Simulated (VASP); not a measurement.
Input of a VASP 6.6.1 run:

File POSCAR:

```
C
1.0
    2.1273203072     -1.2282824400      0.0000000000
    2.1273203072      1.2282824400      0.0000000000
   -1.3790696309      0.0000000000      3.5028300786
C
2
Direct
    0.1666444700      0.1666444700      0.9999069600
    0.8333555300      0.8333555300      0.0000930400
```

The input INCAR.step1:

```
PREC = Accurate
ENCUT = 450
EDIFF = 1E-8
ISMEAR = 0
SIGMA = 0.01
LREAL = False
LASPH = True
NELM = 100
ALGO = Normal
LWAVE = True
LCHARG = False
GGA = CA
```

Contents of INCAR.step2:

```
PREC = Accurate
ENCUT = 450
EDIFF = 1E-8
ISMEAR = 0
SIGMA = 0.01
LREAL = False
LASPH = True
NELM = 1
ALGO = Exact
LWAVE = True
LCHARG = False
GGA = CA
NBANDS = 58
LOPTICS = True
ISTART = 1
```

The input INCAR.step3:

```
PREC = Accurate
ENCUT = 450
EDIFF = 1E-8
ISMEAR = 0
SIGMA = 0.01
LREAL = False
LASPH = True
ALGO = EVGW0
LWAVE = False
LCHARG = False
GGA = CA
NELMGW = 1
NBANDS = 58
ENCUTGW = 120
NOMEGA = 50
PRECFOCK = Fast
ISTART = 1
NBANDSGW = 12
```

The input KPOINTS:

```
regular mesh
0
Gamma
  6 6 4
```

Potentials or basis: VASP PAW LDA potentials, release 64 (C_GW).

The run is started by

```bash
$ cat potpaw_LDA.64/C_GW/POTCAR > POTCAR
$ cp INCAR.step1 INCAR
$ mpirun -np 1 vasp_std > vasp.out
$ cp INCAR.step2 INCAR
$ mpirun -np 1 vasp_std > vasp.out
$ cp INCAR.step3 INCAR
$ mpirun -np 1 vasp_std > vasp.out
```

Problem. Predict the quasiparticle gap.

Solution. 0.63 eV.

Problem. What does it give for the least direct quasiparticle gap?

Solution. 0.66 eV.

Problem. Estimate the band gap on the k mesh, mean-field level.

Solution. 0.48 eV, indirect (least direct gap 0.51 eV).

Caveat: the k mesh is coarse (spacing up to 0.50 Å⁻¹), so the values aren't converged; bands, screening cutoff and mesh are small and nothing is extrapolated, so the quasiparticle values aren't converged. A k mesh can miss the band edges.
